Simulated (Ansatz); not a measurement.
# HfO2 (P2_1/c) in Ansatz: single point with PBE

Aim: the single point of HfO2 with PBE.

Program: Ansatz 0.2.0. These are calculated values, not measurements. Logs are shortened: lines on timing, memory, paths and dates and some standing lists are left out, and cuts for length are marked.

**The experiment to reproduce.**

From “Temperature dependence of self-trapped exciton luminescence in nanostructured hafnia powder”, 2021, arxiv:2112.02602, for a bulk crystal of HfO2: band gap 5.54 eV (indirect).

How close the calculation comes is told below.

### 1 Starting point

The structure is monoclinic, space group P2_1/c (No. 14). The conventional cell has a = 5.118 Å, b = 5.186 Å, c = 5.284 Å, α = 90.00°, β = 99.35°, γ = 90.00°. Around Hf (site symmetry 1) lie 7 O at 2.03 to 2.25 Å. O (site symmetry 1) has 3 Hf at 2.03 to 2.12 Å as nearest neighbours. O (site symmetry 1) is surrounded by 4 Hf at 2.14 to 2.25 Å.

### 2 Single point, PBE

File input.yaml:

```yaml
crystal:
  lattice:
    - [5.118, 0.0, 0.0]
    - [0.0, 5.1857, 0.0]
    - [-0.8586630598, 0.0, 5.2138671406]
  atoms:
    - { symbol: Hf, position: [0.2755, 0.4603, 0.708] }
    - { symbol: Hf, position: [0.7245, 0.9603, 0.792] }
    - { symbol: Hf, position: [0.7245, 0.5397, 0.292] }
    - { symbol: Hf, position: [0.2755, 0.0397, 0.208] }
    - { symbol: O, position: [0.0742, 0.1684, 0.8467] }
    - { symbol: O, position: [0.9258, 0.6684, 0.6533] }
    - { symbol: O, position: [0.9258, 0.8316, 0.1533] }
    - { symbol: O, position: [0.0742, 0.3316, 0.3467] }
    - { symbol: O, position: [0.4487, 0.7419, 0.9801] }
    - { symbol: O, position: [0.5513, 0.2419, 0.5199] }
    - { symbol: O, position: [0.5513, 0.2581, 0.0199] }
    - { symbol: O, position: [0.4487, 0.7581, 0.4801] }
hamiltonian:
  xc: pbe
  pseudopotentials: { kind: paw }
kpoints:
  mp_grid: { grid: [4, 4, 4] }
scf:
  occupations: { method: fermi_dirac, width: 0.05 }
output:
  forces: true
  stress: true
  eigenvalues: true
```

Potentials or basis: Ansatz PAW.

Run with:

```sh
ansatz run input.yaml --threads 4 --pin off --max-ram 11264MiB --backend cpu --events-out ev --progress --plain --runs-dir out
```

Output:

```text
Warning: RAYON_NUM_THREADS=4 ignored (pool sized by the plan → 4); use --threads N
Engine: ansatz 0.2.0, aarch64-unknown-linux-gnu
Pseudopotentials: kind: paw
Pseudopotential: Hf, paw, valence charge 26, recommended cutoff 420 eV (normal), Hf.paw.azcp
Pseudopotential: O, paw, valence charge 6, recommended cutoff 420 eV (normal), O.paw.azcp
Functional definition: PBE
  parameter kappa = 0.804
  parameter beta = 0.06672455060314922
  exchange = pbe_x(kappa = kappa, mu = beta*pi^2/3)
  correlation = pbe_c(beta = beta)
Crystal: 12 atoms, lattice volume = 138.378 Å³
Basis set: ecut = 420 eV, 2699 PW (Γ), exchange–correlation on 72×72×72 points (8 copies of the dense FFT grid, shifted against one another)
Bands: 92, of which v1, the nominal top of the filled ones, is band 76 counted from 1 (75 counted from 0)
Symmetry: 4 space group operations
Space group: P21/c (ITA 14), of the structure as read, at distance tolerance 5.2e-5 Å
k-points: 30 of 64
Non-local potential: Hf, projectors of the file, l = 0: 3, l = 1: 2, l = 2: 2, l = 3: 3
Non-local potential: O, projectors of the file, l = 0: 2, l = 1: 2, l = 2: 1
PAW form: soft (Blöchl's): semilocal exchange-correlation on the pseudo side does not see the compensation charge
PAW one-centre angular grid: Hf, 590 points (default); XC on 64 Gauss nodes
PAW one-centre angular grid: O, 110 points (default); XC on 64 Gauss nodes
Initial density: superposition of atomic densities (neutral atoms: chi_scale 0, normalization atom), corrected by the library's trained network
Initial wavefunctions: pseudopotential atomic-orbital guess
Functional: x = pbe(κ = 0.804, μ = 0.2195149727645171), c = pbe(β = 0.06672455060314922)
SCF iter   1: F=—  HF=-67446.629248 eV  |F-HF|=—  |Δ(HF+E_count)|=         —  Δρ=2.97e-3  dr2=5.19e-3  ethr=1.77e-3  ⟨swp⟩=5.3  Hψ=8635  notcnv=0  defer=64
preconditioner: auto → Resta (q_TF=auto, 2.771 Å⁻¹)  ε∞=5.3  [insulator: Δε(μ)=4.167 eV  Ē_g=18.204 eV  σ=0.050 eV  W_gap=1.00  n_scr=52 (ndim 8)  ℏωp=37.9 eV  f_vac=0.076  D(μ)=0.00/eV (n_scr^D=0)  ε∞_Penn≈5.3]
SCF iter   2: F=—  HF=-67446.630500 eV  |F-HF|=—  |Δ(HF+E_count)|=   1.25e-3  Δρ=1.51e-3  dr2=1.08e-3  ethr=3.42e-6  ⟨swp⟩=2.0  Hψ=5088  notcnv=0  defer=90
SCF iter   3: F=—  HF=-67446.631245 eV  |F-HF|=—  |Δ(HF+E_count)|=   7.44e-4  Δρ=5.61e-4  dr2=2.59e-4  ethr=7.12e-7  ⟨swp⟩=2.0  Hψ=4143  notcnv=0  defer=8
automatic band count: iteration 3 solves 88 bands in place of 92: the levels show a gap, and the empty bands left out lie too high to hold charge; the band table lists the bands solved (type scf.n_extra_bands for more)
SCF iter   4: F=—  HF=-67446.631388 eV  |F-HF|=—  |Δ(HF+E_count)|=   1.43e-4  Δρ=1.08e-4  dr2=1.48e-5  ethr=1.71e-7  ⟨swp⟩=2.0  Hψ=4257  notcnv=0  defer=8
SCF iter   5: F=—  HF=-67446.631373 eV  |F-HF|=—  |Δ(HF+E_count)|=   1.50e-5  Δρ=5.07e-5  dr2=3.57e-6  ethr=9.75e-9  ⟨swp⟩=2.0  Hψ=4315  notcnv=0  defer=8
SCF iter   6: F=—  HF=-67446.631373 eV  |F-HF|=—  |Δ(HF+E_count)|=   5.96e-7  Δρ=2.25e-5  dr2=5.71e-7  ethr=2.35e-9  ⟨swp⟩=2.0  Hψ=4257  notcnv=0  defer=8
SCF iter   7: F=-67446.631374 eV  HF=-67446.631373 eV  |F-HF|=6.85e-8  |Δ(HF+E_count)|=   1.19e-7  Δρ=5.95e-6  dr2=5.38e-8  ethr=6.58e-11  ⟨swp⟩=8.9  Hψ=11416  notcnv=0
SCF 1 converged in 7 iterations: F = -67446.631374 eV  dr2 = 5.38e-8
SCF converged after 7 iterations
Free energy (F): -67446.631374 eV
Harris-Foulkes:  -67446.631373 eV  (|F-HF|=6.85e-8)
Internal energy: -67446.631374 eV  (E = F + TS)
E sigma→0 (E₀):  -67446.631374 eV
Fermi energy:    16.216804 eV
--- Per-component energies (eV) ---
  E_band       = 13.389176
  E_kinetic    = 3092.446227
  E_local      = -24595.722735  (includes V_loc(G=0)·N_el)
  E_nonlocal   = -4587.053305
  E_hartree    = 11256.350044
  E_xc         = -1792.282402
  E_vxc        = -1820.680515  (∫ρ·V_xc dr)
  E_paw        = -28975.027229  (= ΣΔE_a)
  E_vpaw       = 5411.700949  (= ΣTr[D̂ρ^β])
  E_aug_tail   = 0.019878  (compensation charges beyond the density's cutoff)
  E_ewald      = -21845.361851
  E_smearing   = -0.000000  (= −TS)
  E_closure    = 0.000000  (closes the sum)
  Σ components = -67446.631374   (vs F -67446.631374, Δ=0.00e0)
--- Forces (eV/Å), atoms counted from 1 ---
  atom   1  Hf     0.20599758     0.00579355     0.09202882
  atom   2  Hf    -0.20599758     0.00579355    -0.09202882
  atom   3  Hf    -0.20599758    -0.00579355    -0.09202882
  atom   4  Hf     0.20599758    -0.00579355     0.09202882
  atom   5  O     -0.41509571    -0.18316667    -0.16176238
  atom   6  O      0.41509571    -0.18316667     0.16176238
  atom   7  O      0.41509571     0.18316667     0.16176238
  atom   8  O     -0.41509571     0.18316667    -0.16176238
  atom   9  O     -0.15326977     0.03071799    -0.07361618
  atom  10  O      0.15326977     0.03071799     0.07361618
  atom  11  O      0.15326977    -0.03071799     0.07361618
  atom  12  O     -0.15326977    -0.03071799    -0.07361618
  max |Σ_I F_I| component: 3.12e-17 eV/Å
--- Stress (GPa, compression-positive) ---
        5.843435       0.000000       0.468739
        0.000000       5.225415       0.000000
        0.468739       0.000000       6.528233
  P = ⅓ Tr σ = 5.8657 GPa (58.657 kbar)
--- Band table (eV; the first three rows and the last of 30) ---
  k-point 0: bands = ["-46.1781", "-46.1585", "-46.1550", "-46.1543", "-15.2822", "-15.2535", "-15.2273", "-15.0327", "-14.9677", "-14.9264", "-14.9064", "-14.8684", "-14.8360", "-14.8317", "-14.7783", "-14.7252", "-3.9472", "-2.6129", "-2.4519", "-2.4502", "-1.9634", "-1.9470", "-1.8434", "-1.7196", "3.9417", "3.9517", "3.9518", "3.9528", "3.9581", "3.9637", "3.9684", "3.9689", "3.9727", "3.9732", "3.9753", "3.9793", "3.9800", "3.9814", "3.9859", "3.9902", "3.9934", "3.9949", "3.9960", "3.9986", "4.0020", "4.0097", "4.0118", "4.0220", "4.0307", "4.0423", "4.0525", "4.0914", "8.6750", "8.7713", "9.3000", "9.4940", "9.6006", "9.9490", "10.7730", "11.0512", "11.1870", "11.3689", "11.4506", "11.5622", "12.1576", "12.2500", "12.3218", "12.3226", "12.5534", "13.0104", "13.0895", "13.1350", "13.6273", "13.6436", "13.9810", "14.1213", "18.7055", "19.2716", "19.4465", "19.6676", "19.8377", "20.0784", "20.3652", "20.5106", "20.7558", "20.8441", "21.4545", "21.4868"]
  k-point 1: bands = ["-46.1750", "-46.1608", "-46.1550", "-46.1550", "-15.2414", "-15.1992", "-15.1927", "-15.0702", "-15.0094", "-14.9080", "-14.9072", "-14.8932", "-14.8411", "-14.8216", "-14.7879", "-14.7803", "-3.7073", "-2.5577", "-2.5449", "-2.4329", "-2.0716", "-1.9659", "-1.9316", "-1.7662", "3.9398", "3.9449", "3.9540", "3.9553", "3.9560", "3.9640", "3.9689", "3.9709", "3.9720", "3.9745", "3.9752", "3.9786", "3.9798", "3.9836", "3.9855", "3.9881", "3.9912", "3.9944", "3.9961", "4.0018", "4.0057", "4.0061", "4.0191", "4.0200", "4.0299", "4.0406", "4.0480", "4.0769", "8.8622", "9.0885", "9.5828", "9.6565", "9.8930", "10.1185", "10.5026", "10.8289", "10.8509", "11.3200", "11.5318", "11.6372", "11.8707", "12.1713", "12.1797", "12.4439", "12.6568", "12.7266", "12.8602", "13.2420", "13.3521", "13.5689", "13.8026", "13.9106", "18.7944", "19.1417", "19.2697", "19.7014", "20.1252", "20.1707", "20.6751", "20.7800", "20.9807", "21.0131", "21.1676", "21.5484"]
  k-point 2: bands = ["-46.1677", "-46.1677", "-46.1552", "-46.1552", "-15.1445", "-15.1445", "-15.1320", "-15.1320", "-15.0267", "-15.0267", "-14.8744", "-14.8744", "-14.8500", "-14.8500", "-14.8068", "-14.8068", "-3.1183", "-3.1183", "-2.4226", "-2.4226", "-2.0584", "-2.0584", "-1.9105", "-1.9105", "3.9390", "3.9390", "3.9555", "3.9555", "3.9619", "3.9619", "3.9692", "3.9692", "3.9709", "3.9709", "3.9771", "3.9771", "3.9830", "3.9830", "3.9864", "3.9864", "3.9912", "3.9912", "3.9960", "3.9960", "4.0109", "4.0109", "4.0291", "4.0291", "4.0349", "4.0349", "4.0461", "4.0461", "9.3825", "9.3825", "9.8923", "9.8923", "10.0106", "10.0106", "10.5822", "10.5822", "10.9967", "10.9967", "11.3460", "11.3460", "11.8076", "11.8076", "12.2430", "12.2430", "12.6036", "12.6036", "13.1345", "13.1345", "13.3361", "13.3361", "13.6546", "13.6546", "18.9531", "18.9531", "19.3950", "19.3950", "20.3223", "20.3223", "20.9181", "20.9181", "20.9759", "20.9759", "21.7984", "21.7984"]
  k-point 29: bands = ["-46.1644", "-46.1644", "-46.1585", "-46.1585", "-15.2613", "-15.2613", "-15.2296", "-15.2296", "-14.8977", "-14.8977", "-14.8362", "-14.8362", "-14.8326", "-14.8326", "-14.7694", "-14.7694", "-3.0685", "-3.0685", "-2.7387", "-2.7387", "-1.8748", "-1.8748", "-1.8154", "-1.8154", "3.9482", "3.9482", "3.9549", "3.9549", "3.9639", "3.9639", "3.9647", "3.9647", "3.9780", "3.9780", "3.9786", "3.9786", "3.9820", "3.9820", "3.9893", "3.9893", "3.9912", "3.9912", "3.9916", "3.9916", "4.0044", "4.0044", "4.0175", "4.0175", "4.0314", "4.0314", "4.0496", "4.0496", "9.6069", "9.6069", "9.8796", "9.8796", "10.2114", "10.2114", "10.5830", "10.5830", "11.3381", "11.3381", "11.4579", "11.4579", "11.7970", "11.7970", "11.8890", "11.8890", "12.6066", "12.6066", "12.9334", "12.9334", "13.1185", "13.1185", "13.4101", "13.4101", "18.7628", "18.7628", "19.4657", "19.4657", "19.8508", "19.8508", "20.2531", "20.2531", "21.1293", "21.1293", "21.2420", "21.2420"]
```

Run time: 7.2 s. Hardware: 4 threads of Arm Neoverse V1, shared host; peak memory 0.72 GiB.

What came out:

```
Free energy            : -67446.6314 eV
Pressure               : 5.9 GPa
Largest force          : 0.482 eV/Å
Band gap on the k mesh : 4.15 eV, indirect (least direct gap 4.25 eV)
```

Forces on the atoms (eV/Å):
```
Hf   0.206  0.006  0.092
Hf  -0.206  0.006 -0.092
Hf  -0.206 -0.006 -0.092
Hf   0.206 -0.006  0.092
O   -0.415 -0.183 -0.162
O    0.415 -0.183  0.162
O    0.415  0.183  0.162
O   -0.415  0.183 -0.162
O   -0.153  0.031 -0.074
O    0.153  0.031  0.074
O    0.153 -0.031  0.074
O   -0.153 -0.031 -0.074
```

Stress tensor (GPa, compression positive):
```
5.84 0.00 0.47
0.00 5.23 0.00
0.47 0.00 6.53
```

Levels at points of the mesh, in eV from the valence-band top:
```csv
k point,band 73,band 74,band 75,band 76,band 77,band 78,band 79,band 80
"(0.00, 0.00, 0.00)",-0.49,-0.48,-0.14,0.00,4.58,5.15,5.33,5.55
"(0.00, 0.00, -0.50)",-0.79,-0.79,-0.47,-0.47,4.83,4.83,5.27,5.27
"(0.00, -0.50, 0.00)",-0.78,-0.78,-0.41,-0.41,5.14,5.14,5.63,5.63
"(0.00, -0.50, -0.50)",-0.90,-0.90,-0.59,-0.59,5.02,5.02,5.17,5.17
"(-0.50, 0.00, 0.00)",-0.66,-0.53,-0.47,-0.09,4.15,5.20,5.29,5.32
"(-0.50, 0.00, -0.50)",-0.93,-0.93,-0.49,-0.49,4.47,4.47,5.59,5.59
"(-0.50, -0.50, 0.00)",-0.85,-0.85,-0.56,-0.56,4.87,4.87,5.33,5.33
"(-0.50, -0.50, -0.50)",-1.00,-1.00,-0.71,-0.71,4.64,4.64,5.34,5.34
```

Caveat: the pressure holds a Pulay correction of +0.8 GPa for the finite cutoff; spin-orbit coupling is left out, which moves the levels of the heavy elements.

### 3 How close it comes

Step 2. A measured gap of HfO2 is 5.54 eV (indirect; quoted in “Temperature dependence of self-trapped exciton luminescence in nanostructured hafnia powder”, 2021, arxiv:2112.02602); the calculated 4.15 eV misses it by -1.39 eV. Spin-orbit coupling on Hf is left out. The value is that of PBE on a finite k mesh, which can miss the band edges, without temperature or zero-point motion. Semilocal functionals fall short of measured gaps as a rule.
